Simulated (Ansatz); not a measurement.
# HfN (P6_3/mmc) in Ansatz: a series of runs

The runs below take HfN through elastic constants, density of states, with PBEsol.

Everything below comes from runs of Ansatz 0.2.0. Logs are shortened: lines on timing, memory, paths and dates and some standing lists are left out, and cuts for length are marked.

## (1) Starting point

It takes space group P6_3/mmc (No. 194, hexagonal). Conventional cell: a = 3.134 Å, b = 3.134 Å, c = 5.417 Å, α = 90.00°, β = 90.00°, γ = 120.00°. Around Hf (site symmetry -6m2) lie 6 N at 2.26 Å. Around N (site symmetry -3m) lie 6 Hf at 2.26 Å.

The cell comes from a database or a generator and needn't be the stable form of this composition.

## (2) Elastic constants, PBEsol

input.yaml reads:

```yaml
crystal:
  lattice:
    - [3.1339080219, 0.0, 0.0]
    - [-1.566954011, 2.7140439601, 0.0]
    - [0.0, 0.0, 5.41676772]
  atoms:
    - { symbol: Hf, position: [0.3333333333, 0.6666666667, 0.25] }
    - { symbol: Hf, position: [0.6666666667, 0.3333333333, 0.75] }
    - { symbol: "N", position: [0.0, 0.0, 0.5] }
    - { symbol: "N", position: [0.0, 0.0, 0.0] }
hamiltonian:
  xc: pbesol
  pseudopotentials: { kind: paw }
kpoints:
  mp_grid: { grid: [8, 8, 4] }
scf:
  occupations: { method: fermi_dirac, width: 0.05 }
output:
  forces: true
  stress: true
elastic:
  mode: relaxed_ion
  stencil: two_point
```

Potentials or basis: Ansatz PAW.

Started as:

```console
$ ansatz run input.yaml --threads 2 --pin off --max-ram 5632MiB --backend cpu --events-out ev --progress --plain --runs-dir out
```

Standard output:

```text
Warning: RAYON_NUM_THREADS=2 ignored (pool sized by the plan → 2); use --threads N
Engine: ansatz 0.2.0, x86_64-unknown-linux-gnu
Pseudopotentials: kind: paw
Pseudopotential: Hf, paw, valence charge 26, recommended cutoff 420 eV (normal), Hf.paw.azcp
Pseudopotential: N, paw, valence charge 5, recommended cutoff 420 eV (normal), N.paw.azcp
Functional definition: PBEsol
  exchange = pbesol_x
  correlation = pbesol_c
Crystal: 4 atoms, lattice volume = 46.073 Å³
Basis set: ecut = 420 eV, 895 PW (Γ), exchange–correlation on 48×48×80 points (8 copies of the dense FFT grid, shifted against one another)
Bands: 38, of which v1, the nominal top of the filled ones, is band 31 counted from 1 (30 counted from 0)
Symmetry: 24 space group operations
Space group: P63/mmc (ITA 194), of the structure as read, at distance tolerance 3.6e-5 Å
k-points: 30 of 256
Non-local potential: Hf, projectors of the file, l = 0: 3, l = 1: 2, l = 2: 2, l = 3: 3
Non-local potential: N, projectors of the file, l = 0: 2, l = 1: 2, l = 2: 1
PAW form: soft (Blöchl's): semilocal exchange-correlation on the pseudo side does not see the compensation charge
PAW frozen core: Hf, regenerated for the run's functional, and the local potential with it (the file was generated under x = pbe(κ = 0.804, μ = 0.2195149727645171), c = pbe(β = 0.06672455060314922))
PAW frozen core: N, regenerated for the run's functional, and the local potential with it (the file was generated under x = pbe(κ = 0.804, μ = 0.2195149727645171), c = pbe(β = 0.06672455060314922))
PAW one-centre angular grid: Hf, 590 points (default); XC on 64 Gauss nodes
PAW one-centre angular grid: N, 110 points (default); XC on 64 Gauss nodes
Initial density: superposition of atomic densities (neutral atoms: chi_scale 0, normalization atom), corrected by the library's trained network
Initial wavefunctions: pseudopotential atomic-orbital guess
Functional: x = pbesol(κ = 0.804, μ = 0.12345679012345678), c = pbesol(β = 0.046)
SCF iter   1: F=—  HF=-31960.379214 eV  |F-HF|=—  |Δ(HF+E_count)|=         —  Δρ=8.54e-3  dr2=2.69e-2  ethr=1.77e-3  ⟨swp⟩=5.2  Hψ=3631  notcnv=0  defer=9
preconditioner: auto → Kerker (q_TF=auto, 2.867 Å⁻¹)  [metal: Δε(μ)=0.038 eV  Ē_g=18.326 eV  σ=0.050 eV  W_gap=0.19  n_scr=22 (ndim 8)  ℏωp=41.7 eV  f_vac=0.000  D(μ)=2.57/eV (n_scr^D=22)]
SCF iter   2: F=—  HF=-31960.373562 eV  |F-HF|=—  |Δ(HF+E_count)|=   5.65e-3  Δρ=3.24e-3  dr2=3.09e-3  ethr=4.33e-5  ⟨swp⟩=2.0  Hψ=1639  notcnv=0  defer=44
SCF iter   3: F=—  HF=-31960.373214 eV  |F-HF|=—  |Δ(HF+E_count)|=   3.48e-4  Δρ=1.22e-3  dr2=5.35e-4  ethr=4.98e-6  ⟨swp⟩=2.0  Hψ=1663  notcnv=0  defer=44
SCF iter   4: F=—  HF=-31960.373127 eV  |F-HF|=—  |Δ(HF+E_count)|=   8.62e-5  Δρ=2.68e-4  dr2=3.21e-5  ethr=8.63e-7  ⟨swp⟩=2.0  Hψ=2020  notcnv=0  defer=44
SCF iter   5: F=—  HF=-31960.373125 eV  |F-HF|=—  |Δ(HF+E_count)|=   2.67e-6  Δρ=7.62e-5  dr2=2.15e-6  ethr=5.18e-8  ⟨swp⟩=2.0  Hψ=1965  notcnv=0  defer=44
SCF iter   6: F=—  HF=-31960.373119 eV  |F-HF|=—  |Δ(HF+E_count)|=   5.89e-6  Δρ=2.77e-5  dr2=2.21e-7  ethr=3.47e-9  ⟨swp⟩=2.7  Hψ=2198  notcnv=0  defer=44
SCF iter   7: F=—  HF=-31960.373119 eV  |F-HF|=—  |Δ(HF+E_count)|=   1.20e-7  Δρ=1.09e-5  dr2=4.16e-8  ethr=3.56e-10  ⟨swp⟩=2.1  Hψ=2026  notcnv=0  defer=44
SCF iter   8: F=—  HF=-31960.373119 eV  |F-HF|=—  |Δ(HF+E_count)|=   1.80e-8  Δρ=2.87e-6  dr2=3.95e-9  ethr=6.71e-11  ⟨swp⟩=2.1  Hψ=2011  notcnv=0  defer=44
SCF iter   9: F=—  HF=-31960.373119 eV  |F-HF|=—  |Δ(HF+E_count)|=  4.87e-10  Δρ=8.82e-7  dr2=3.08e-10  ethr=6.37e-12  ⟨swp⟩=2.1  Hψ=2025  notcnv=0  defer=44
SCF iter  10: F=—  HF=-31960.373119 eV  |F-HF|=—  |Δ(HF+E_count)|=  1.24e-10  Δρ=1.28e-7  dr2=5.70e-12  ethr=4.97e-13 (applied; sched 1.00e-12)  ⟨swp⟩=2.2  Hψ=2027  notcnv=0  defer=46
SCF iter  11: F=—  HF=-31960.373119 eV  |F-HF|=—  |Δ(HF+E_count)|=  1.46e-11  Δρ=2.42e-8  dr2=2.36e-13  ethr=9.19e-15 (applied; sched 1.00e-12)  ⟨swp⟩=2.3  Hψ=1956  notcnv=0  defer=51
SCF iter  12: F=-31960.373119 eV  HF=-31960.373119 eV  |F-HF|=2.18e-11  |Δ(HF+E_count)|=  1.46e-11  Δρ=7.25e-9  dr2=1.65e-14  ethr=1.00e-12  ⟨swp⟩=9.0  Hψ=5128  notcnv=0
SCF 1 converged in 12 iterations: F = -31960.373119 eV  dr2 = 1.65e-14
Crystal: 4 atoms, lattice volume = 45.981 Å³
Symmetry: 8 space group operations
k-points: 63 of 256
Initial density: handed on by an earlier stage of this run
Initial wavefunctions: pseudopotential atomic-orbital guess (no wavefunctions were taken with the density)
iter 1 solved again at ethr=2.83e-5 eV; its pass at ethr=3.10e-3 eV (dr2=1.75e-2 eV) is discarded
SCF iter   1: F=—  HF=-31960.382913 eV  |F-HF|=—  |Δ(HF+E_count)|=         —  Δρ=8.68e-3  dr2=1.74e-2  ethr=2.83e-5  ⟨swp⟩=2.0  Hψ=10941  notcnv=0
[... 195 lines left out ...]
SCF iter   4: F=—  HF=-31960.373035 eV  |F-HF|=—  |Δ(HF+E_count)|=  2.18e-11  Δρ=7.67e-8  dr2=4.26e-13  ethr=1.71e-15 (applied; sched 1.00e-12)  ⟨swp⟩=1.0  Hψ=2966  notcnv=0
SCF iter   5: F=—  HF=-31960.373035 eV  |F-HF|=—  |Δ(HF+E_count)|=  1.46e-11  Δρ=4.94e-8  dr2=1.85e-13  ethr=6.88e-16 (applied; sched 1.00e-12)  ⟨swp⟩=1.0  Hψ=2964  notcnv=0
SCF iter   6: F=-31960.373035 eV  HF=-31960.373035 eV  |F-HF|=7.28e-12  |Δ(HF+E_count)|=    0.00e0  Δρ=3.00e-8  dr2=7.12e-14  ethr=1.00e-12  ⟨swp⟩=4.2  Hψ=9733  notcnv=0
SCF 19 converged in 6 iterations: F = -31960.373035 eV  dr2 = 7.12e-14
SCF converged after 12 iterations
Free energy (F): -31960.373119 eV
Harris-Foulkes:  -31960.373119 eV  (|F-HF|=2.18e-11)
Internal energy: -31960.354385 eV  (E = F + TS)
E sigma→0 (E₀):  -31960.363752 eV
Entropy (-TS):   -0.018734 eV (-4.684 meV/atom)
Fermi energy:    23.113894 eV
--- Per-component energies (eV) ---
  E_band       = 355.346467
  E_kinetic    = 1113.037903
  E_local      = -9450.882420  (includes V_loc(G=0)·N_el)
  E_nonlocal   = -2385.296841
  E_hartree    = 4482.386852
  E_xc         = -717.575537
  E_vxc        = -688.422741  (∫ρ·V_xc dr)
  E_paw        = -13859.156891  (= ΣΔE_a)
  E_vpaw       = 2802.136675  (= ΣTr[D̂ρ^β])
  E_aug_tail   = 0.000187  (compensation charges beyond the density's cutoff)
  E_ewald      = -11145.426019
  E_core_change = 2.558381  (= ΣΔE_core)
  E_smearing   = -0.018734  (= −TS)
  E_closure    = 0.000000  (closes the sum)
  Σ components = -31960.373119   (vs F -31960.373119, Δ=0.00e0)
--- Forces (eV/Å), atoms counted from 1 ---
  atom   1  Hf     0.00000000     0.00000000     0.00000000
  atom   2  Hf    -0.00000000    -0.00000000     0.00000000
  atom   3  N      0.00000000    -0.00000000     0.00000000
  atom   4  N      0.00000000    -0.00000000    -0.00000000
  max |Σ_I F_I| component: 3.70e-17 eV/Å
--- Stress (GPa, compression-positive) ---
       -2.040667       0.000000       0.000000
        0.000000      -2.040667       0.000000
        0.000000       0.000000      -2.398564
  P = ⅓ Tr σ = -2.1600 GPa (-21.600 kbar)
--- Band table (eV; the first three rows and the last of 30) ---
  k-point 0: bands = ["-39.0043", "-38.9558", "-8.3758", "-7.5028", "-7.4087", "-7.4087", "-7.3478", "-7.3478", "6.1627", "9.0587", "11.0490", "11.0535", "11.0634", "11.0634", "11.1108", "11.1239", "11.1239", "11.1261", "11.1261", "11.1460", "11.1460", "11.1946", "11.1966", "11.2361", "14.6530", "18.5370", "18.5370", "19.7595", "19.7595", "21.5981", "22.6222", "23.9626", "23.9626", "24.3671", "25.0904", "25.0904", "25.3509", "28.8816"]
  k-point 1: bands = ["-38.9972", "-38.9629", "-8.2574", "-7.6413", "-7.3998", "-7.3998", "-7.3567", "-7.3567", "6.5129", "8.5065", "11.0612", "11.0646", "11.0650", "11.0650", "11.1021", "11.1021", "11.1126", "11.1371", "11.1371", "11.1571", "11.1571", "11.1808", "11.1949", "11.1963", "15.4760", "18.6127", "18.6127", "19.4244", "19.4244", "19.6630", "23.9136", "24.6995", "24.6995", "25.0949", "25.4089", "25.6355", "25.6355", "28.1887"]
  k-point 2: bands = ["-38.9801", "-38.9801", "-7.9593", "-7.9593", "-7.3783", "-7.3783", "-7.3783", "-7.3783", "7.4234", "7.4234", "11.0756", "11.0756", "11.0771", "11.0771", "11.0771", "11.0771", "11.1249", "11.1249", "11.1546", "11.1546", "11.1546", "11.1546", "11.1956", "11.1956", "17.3522", "17.3522", "18.9077", "18.9077", "18.9077", "18.9077", "25.1109", "25.1109", "26.1554", "26.1554", "26.1554", "26.1554", "26.2966", "26.2966"]
  k-point 29: bands = ["-38.9229", "-38.9229", "-8.1321", "-8.1321", "-7.9003", "-7.9003", "-7.5886", "-7.5886", "8.2148", "8.2148", "11.1031", "11.1031", "11.1077", "11.1077", "11.1175", "11.1175", "11.1283", "11.1283", "11.1374", "11.1374", "11.1606", "11.1606", "11.2138", "11.2138", "16.1475", "16.1475", "18.2361", "18.2361", "18.8842", "18.8842", "23.6032", "23.6032", "26.6068", "26.6068", "28.9533", "28.9533", "29.3509", "29.3509"]
--- Elastic constants: 3 strain directions × 2 members + reference (group order 24) ---
  dense FFT box of the reference and of every strained cell: 24×24×40
  strains applied: 11, 33, 23; error gains: componentwise 1.00 (the most a stress slope's error grows in a printed constant), spectral 1.41 (1 for all six strains in a standard setting)
  C = ∂σ_k/∂η_j (tension-positive GPa; Voigt order 11 22 33 23 13 12):
       508.689    144.642    148.095      0.000      0.000     -0.000
       144.642    508.689    148.095      0.000      0.000      0.000
       148.040    148.040    521.380      0.000      0.000     -0.000
         0.000      0.000      0.000     72.870      0.000      0.000
         0.000      0.000      0.000      0.000     72.870      0.000
        -0.000     -0.000      0.000      0.000      0.000    182.023
  reference stress σ⁰ (GPa):      2.041      2.041      2.399     -0.000     -0.000     -0.000
  C* (energy form; C + prestress term) asymmetry max|C*_kj − C*_jk| = 3.033e-1 GPa — a small one proves nothing (zero by symmetry where the batch's group is 432, −43m or m−3m); a large one is finite-difference/SCF noise where every solve meets its electron count
  moduli (Voigt/Reuss/Hill, GPa): K = 268.92/268.87/268.90   G = 138.75/113.97/126.36   E = 327.75   ν = 0.297
  mechanically stable: yes (min eigenvalue of sym C = 72.87 GPa)
  the stresses are not corrected for the forces that the relaxations left standing (`elastic.f_tol`)
  strain η (Voigt 11):  stress-route row diagonal C_11 = 508.69 GPa, energy-path curvature d²(F+E_count+ΔE)/dδ²/Ω₀ = 508.84 GPa
         δ    σ_11 (GPa)             F (eV)   n_scf  n_hpsi   n_pw
    -2.000e-3       1.0166      -31960.3739439       6   33196    920   relax 3 steps, max|allowed force component| 4.60e-8 eV/Å
     2.000e-3       3.0513      -31960.3716499       6   33358    920   relax 3 steps, max|allowed force component| 8.96e-8 eV/Å
  strain η (Voigt 33):  stress-route row diagonal C_33 = 521.38 GPa, energy-path curvature d²(F+E_count+ΔE)/dδ²/Ω₀ = 520.50 GPa
         δ    σ_33 (GPa)             F (eV)   n_scf  n_hpsi   n_pw
    -2.000e-3       1.3539      -31960.3740799      10   25626    920   relax 0 steps, max|allowed force component| 4.39e-17 eV/Å
     2.000e-3       3.4395      -31960.3714912       7   20498    920   relax 0 steps, max|allowed force component| 1.23e-16 eV/Å
  strain η (Voigt 23):  stress-route row diagonal C_44 = 72.87 GPa, energy-path curvature d²(F+E_count+ΔE)/dδ²/Ω₀ = 73.48 GPa
         δ    σ_23 (GPa)             F (eV)   n_scf  n_hpsi   n_pw
    -2.000e-3      -0.1457      -31960.3730352       6   40842    920   relax 3 steps, max|allowed force component| 6.85e-6 eV/Å
     2.000e-3       0.1457      -31960.3730352       6   40789    920   relax 3 steps, max|allowed force component| 6.86e-6 eV/Å
```

It took 42 s on 2 threads of AMD EPYC 7R13 (Zen 3), shared host; peak memory 0.49 GiB.

Results:

- Free energy: -31960.3731 eV
- Pressure: -2.2 GPa
- Band gap on the k mesh: none (metal or under the smearing width)
- Voigt bulk modulus: 269 GPa

Stress tensor (GPa, compression positive):
```
-2.04  0.00  0.00
 0.00 -2.04  0.00
 0.00  0.00 -2.40
```

Elastic tensor in Voigt notation (GPa, in the Cartesian axes of the cell as first typed):
```
509 145 148   0   0   0
145 509 148   0   0   0
148 148 521   0   0   0
  0   0   0  73   0   0
  0   0   0   0  73   0
  0   0   0   0   0 182
```

Caveat: elastic constants of metals need much finer meshes, so these are rough; the pressure holds a Pulay correction of +0.5 GPa for the finite cutoff; the PAW data sets come from PBE, with cores solved anew for the run's functional, which leaves a small shift of forces and pressure.

## (3) Density of states, PBEsol

input.yaml, as its differences from that of step 2:

```diff
@@ -17,2 +17,3 @@
   occupations: { method: fermi_dirac, width: 0.05 }
+  n_extra_bands: 10
 output:
@@ -20,4 +21,3 @@
   stress: true
-elastic:
-  mode: relaxed_ion
-  stencil: two_point
+  eigenvalues: true
+  dos: { projected: false, de: 0.05, nscf_kmesh: { grid: [12, 12, 6] } }
```

Potentials or basis: Ansatz PAW.

Started as:

```console
$ ansatz run input.yaml --threads 2 --pin off --max-ram 5632MiB --backend cpu --events-out ev --progress --plain --runs-dir out
```

Run time: 3.2 s. Hardware: 2 threads of AMD EPYC 7R13 (Zen 3), shared host; peak memory 0.39 GiB.

The run converged. Its results:

```
Free energy                          : -31960.3731 eV
Pressure                             : -2.2 GPa
Band gap on the k mesh               : none (metal or under the smearing width)
Density of states at the Fermi level : 0.93 states/eV per cell
```

Stress tensor (GPa, compression positive):
```
-2.04  0.00  0.00
 0.00 -2.04  0.00
 0.00  0.00 -2.40
```

Levels at points of the mesh, in eV from the Fermi level:
| k point | band 28 | band 29 | band 30 | band 31 | band 32 | band 33 | band 34 | band 35 |
| --- | --- | --- | --- | --- | --- | --- | --- | --- |
| (0.00, 0.00, 0.00) | -3.35 | -3.35 | -1.52 | -0.49 | 0.85 | 0.85 | 1.25 | 1.98 |
| (0.00, 0.00, -0.50) | -4.21 | -4.21 | -4.21 | 2.00 | 2.00 | 3.04 | 3.04 | 3.04 |
| (0.00, -0.50, 0.00) | -5.33 | -3.06 | -2.67 | -2.24 | 2.60 | 2.91 | 4.58 | 4.79 |
| (0.00, -0.50, -0.50) | -5.33 | -4.30 | -4.30 | -0.10 | -0.10 | 4.88 | 4.88 | 4.94 |

States per cell in windows of 1 eV (zero at the Fermi level; states under -8 eV left out):
```csv
from (eV),total
-8.0,1.12
-7.0,2.22
-6.0,3.20
-5.0,3.47
-4.0,1.50
-3.0,0.55
-2.0,0.91
-1.0,0.94
0.0,1.21
1.0,1.01
2.0,1.36
3.0,3.00
4.0,3.13
5.0,4.44
6.0,2.70
7.0,1.95
```

Caveat: the pressure holds a Pulay correction of +0.5 GPa for the finite cutoff; the PAW data sets come from PBE, with cores solved anew for the run's functional, which leaves a small shift of forces and pressure; the density of states is complete only up to the lowest level of the last band computed. Spin-orbit coupling is left out, which matters for the levels of Hf.
